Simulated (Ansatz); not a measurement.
# Nickel, diamond under BLYP: ground state and equation of state, part 3 of 3

The plan for nickel in the diamond structure: relax it, solve it on a dense k-mesh, then scale the cell to 7 volumes from 88 to 112 % of the relaxed one and try a fit of the equation of state. The start is ferromagnetic. The k-meshes are 11×11×11 for the relaxation; 17×17×17 for the dense run; 12×12×12 for the volumes.

Ansatz 0.2.0; DFT, BLYP, plane waves (420 eV) with PAW, scalar-relativistic. The steps go on from the part before.

## (10) At 112 % of the relaxed volume

This is Ni in the diamond structure; at room conditions it is fcc.

input.yaml reads:

```yaml
crystal:
  lattice:
    - [0.0, 2.6948051038, 2.6948051038]
    - [2.6948051038, 0.0, 2.6948051038]
    - [2.6948051038, 2.6948051038, 0.0]
  atoms:
    - { symbol: Ni, position: [0.125, 0.125, 0.125], spin: 0.824 }
    - { symbol: Ni, position: [0.875, 0.875, 0.875], spin: 0.824 }
hamiltonian:
  xc: blyp
  pseudopotentials:
    kind: paw
    azcp:
      Ni: "pseudopotentials/Ni.paw.azcp"
basis:
  ecutwfc: 420
  fft_grid_basis: typed
kpoints:
  mp_grid: { grid: [12, 12, 12], shift: [0, 0, 0] }
magnetization:
  spin_polarized: true
scf:
  occupations: { method: fermi_dirac, width: 0.05 }
  lower_state_search: "off"
output:
  stress: true
```

The program printed, shortened:

```text
Warning: RAYON_NUM_THREADS=2 ignored (pool sized by the plan → 2); use --threads N
[...]
Pseudopotentials: kind: paw
Pseudopotential: Ni, paw, valence charge 18, recommended cutoff 420 eV (normal), <dir>
Functional definition: BLYP
[...]
Crystal: 2 atoms, lattice volume = 39.139 Å³
Basis set: ecut = 420 eV, 749 PW (Γ), exchange–correlation on 54×54×54 points (8 copies of the dense FFT grid, shifted against one another)
[...]
Spin contamination: 0.0258 ħ² per cell (⟨S²⟩ above its minimum at these occupations)
Per-site moments (μB) at R_I (Å): [(0.8483553155232948, 0.962679992232239), (0.8483553155232948, 0.962679992232239)]
Free energy (F): -11694.751437 eV
[...]
E sigma→0 (E₀):  -11694.732163 eV
Entropy (-TS):   -0.038548 eV (-19.274 meV/atom)
Fermi energy:    8.511327 eV
[...]
--- Stress (GPa, compression-positive) ---
       -6.582603       0.000000       0.000000
        0.000000      -6.582603       0.000000
        0.000000       0.000000      -6.582603
  P = ⅓ Tr σ = -6.5826 GPa (-65.826 kbar)
```

Wall time 4.1 s (2 threads of Arm Neoverse V2, shared host); peak memory 0.35 GiB.

## (11) The equation of state

The cell was scaled evenly, with its shape and the fractional positions fixed.

```
V (Å³/atom)  E − E₀ (meV/atom)  P from the stress (GPa)  P from the fit (GPa)  largest moment (μB)
     15.376               76.1                    13.43                 13.35                 0.79
     16.075               30.6                     7.86                  7.75                 0.80
     16.774                6.7                     3.46                  3.34                 0.81
     17.473                0.0                    -0.02                 -0.13                 0.82
     18.172                6.8                    -2.76                 -2.87                 0.83
     18.871               24.2                    -4.91                 -5.03                 0.84
     19.570               49.9                    -6.58                 -6.73                 0.85
```

Fit (Birch-Murnaghan, third order): V₀ = 17.444 Å³/atom, B₀ = 78 GPa, B₀′ = 4.9, largest residual 0.03 meV/atom.

The fit is made to E(σ → 0), while the stress belongs to the free energy F; that is one source of the offset between the two pressures.

## (12) What came out

What follows sums up all 3 parts.

| quantity | value |
| --- | --- |
| space group (spins left aside) | Fd-3m (No. 227) |
| conventional cell | a = 5.190 Å |
| volume | 17.473 Å³/atom |
| shortest distance | 2.247 Å |
| gap on the mesh | none (levels filled in part) |
| magnetic state | ferromagnetic, up to 0.82 μB per atom |
| relative to fcc, ferromagnetic | +862 meV/atom |
| V₀, B₀, B₀′ | 17.444 Å³/atom, 78 GPa, 4.9 |

The relaxation enlarged the cell by 18.3 % in volume. It lies 862 meV/atom above the element's reference form at the same level (fcc, ferromagnetic, from a run of its own). It ends ferromagnetic, with up to 0.82 μB per atom. No gap shows: it is a metal or semimetal at this level. B₀ comes out at 78 GPa. The symmetry was held, so the structure may be unstable against distortions that break it.
